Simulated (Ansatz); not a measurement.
Set up this calculation in Ansatz 0.2.0, as the native input.

| Item | Value |
| --- | --- |
| Task | relaxation of cell and atoms |
| Functional | revPBE |
| Dispersion | D3(BJ) |
| Potentials or basis | Ansatz PAW |
| Cutoff | 420 eV (not typed: the program's choice for these potentials) |
| k mesh | 10 × 10 × 5 |
| Occupations | fermi-dirac, width 0.05 eV |
| Spin | no spin polarisation |

Crystal: SiC (Moissanite).

```
CELL_PARAMETERS angstrom
3.07600 0.00000 0.00000
-1.53800 2.66389 0.00000
0.00000 0.00000 5.04800
ATOMIC_POSITIONS crystal
Si 0.66667 0.33333 0.50000
Si 0.33333 0.66667 0.00000
C 0.66667 0.33333 0.88500
C 0.33333 0.66667 0.38500
```

One way to write it, as run:

input.yaml

```yaml
crystal:
  lattice:
    - [3.076, 0.0, 0.0]
    - [-1.538, 2.663894142, 0.0]
    - [0.0, 0.0, 5.048]
  atoms:
    - { symbol: Si, position: [0.6666666667, 0.3333333333, 0.5] }
    - { symbol: Si, position: [0.3333333333, 0.6666666667, 0.0] }
    - { symbol: C, position: [0.6666666667, 0.3333333333, 0.885] }
    - { symbol: C, position: [0.3333333333, 0.6666666667, 0.385] }
hamiltonian:
  xc: revpbe
  pseudopotentials: { kind: paw }
  dispersion: d3bj
kpoints:
  mp_grid: { grid: [10, 10, 5] }
scf:
  occupations: { method: fermi_dirac, width: 0.05 }
output:
  forces: true
  stress: true
  write_density: true
  write_potential: true
  elf: true
  volumetric_format: npy
relax:
  f_tol: 0.01
  max_steps: 40
  cell: { stress_tol: 0.05 }
```

Potentials or basis: Ansatz PAW.

Launch:

```bash
$ ansatz run input.yaml --threads 2 --pin off --max-ram 5632MiB --backend cpu --events-out ev --progress --plain --runs-dir out
```

Results of the run:

The relaxed volume is 10.17 Å³/atom, the relaxed cell is a = 3.059 Å, b = 3.059 Å, c = 5.021 Å, α = 90.00°, β = 90.00°, γ = 120.00° and the space group after relaxing (to 0.05 Å) is P6_3mc (No. 186). The energy gained by relaxing is 11.1 meV/atom, the ionic steps are 8 and the pressure after relaxing is 0.0 GPa. The band gap on the k mesh is 2.43 eV, indirect (least direct gap 4.04 eV).

Caveat: odd divisions of the mesh miss points on the zone boundary, where band edges often lie, so the gap on the mesh can be too wide; the plane-wave basis is chosen anew once the cell has moved, so the energies of steps on either side of that aren't comparable; the PAW data sets come from PBE, with cores solved anew for the run's functional, which leaves a small shift of forces and pressure.

Run time: 20 s on 2 threads of Intel(R) Xeon(R) Processor @ 2.50GHz (Skylake/Cascade Lake), on a shared host, peak memory 0.37 GiB.
